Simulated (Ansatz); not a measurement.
## Levels of theory for CuI (P4/nmm)

All numbers come from Ansatz 0.2.0. The values are computed, non-magnetic, and not measurements.

Structure: a 4-atom cell of CuI (P4/nmm) from a materials database, at its r2SCAN+rVV10 minimum. The symmetry is P4/nmm (No. 129, tetragonal); a = 4.055 Å, c = 6.346 Å in the conventional setting, 26.09 Å³ an atom. Cu has 4 I at 2.64 Å; I has 4 Cu at 2.64 Å.

```cif
data_structure
_symmetry_space_group_name_H-M 'P4/nmm:1'
_symmetry_Int_Tables_number 129
_cell_length_a 4.0551
_cell_length_b 4.0551
_cell_length_c 6.3457
_cell_angle_alpha 90.000
_cell_angle_beta 90.000
_cell_angle_gamma 90.000
_cell_volume 104.35
loop_
_atom_site_label
_atom_site_type_symbol
_atom_site_symmetry_multiplicity
_atom_site_Wyckoff_symbol
_atom_site_fract_x
_atom_site_fract_y
_atom_site_fract_z
_atom_site_occupancy
Cu1 Cu 2 a 0.50000 0.50000 0.00000 1
I1 I 2 c 0.50000 0.00000 0.26671 1
```

Relaxed lattice by functional, symmetry kept:
```csv
functional,k mesh,a (Å),c (Å),volume (Å³/atom)
PBE-D3(BJ),6×6×4,4.020,6.229,25.16
r2SCAN+rVV10,6×6×4,4.055,6.346,26.09
PBE-D4,6×6×4,4.026,6.243,25.29
```

Gaps on the r2SCAN+rVV10 cell, each the least over its mesh and the special points:
```
   level       k mesh  gap (eV)    kind  edges  least direct gap (eV)        rough cost
     LDA        6×6×4      1.39  direct      Γ                   1.39    9 core-seconds
     PBE        6×6×4      1.58  direct      Γ                   1.58   16 core-seconds
 PBE+SOC        6×6×4      1.37  direct      Γ                   1.37   70 core-seconds
  r2SCAN        6×6×4      2.08  direct      Γ                   2.08   18 core-seconds
   HSE06        4×4×4      2.92  direct      Γ                   2.92    4 core-minutes
DDH-PBE0        4×4×4      2.92  direct      Γ                   2.92    6 core-minutes
    PBE0        4×4×4      3.60  direct      Γ                   3.60    4 core-minutes
 r2SCAN0        4×4×4      3.93  direct      Γ                   3.93    5 core-minutes
 LC-ωPBE  4×4×4 alone      7.60  direct      Γ                   7.60  2.2 core-minutes
```
PBE: smearing of 0.02 eV; the others have fixed occupations.
Wave cutoffs: 420 eV, 500 eV (r2SCAN, r2SCAN0).
A mesh marked alone had no extra points solved. Set aside, since their points miss a band edge that the other levels read or their mesh is too coarse: HSE06+SOC.
Costs come from shared machines and give only the order; PBE's includes the band path. The runs had 2 threads of Arm Neoverse V2, with other jobs on the host.

With HSE06 the gap is 2.92 eV and direct, at Γ. Spin-orbit coupling changes the PBE gap by -0.21 eV, to 1.37 eV.

r2SCAN covers 37 % of the step from PBE to HSE06, while HSE06 needs about 12 times r2SCAN's cost (on a coarser mesh). For gaps to 0.1 eV, spin-orbit coupling (up to 0.21 eV here) has to be included. All these functionals give a gap of the same kind, direct.

Only the levels marked +SOC include spin-orbit coupling.

The meshes of the hybrids are coarse, so their gaps aren't converged to the digits shown.
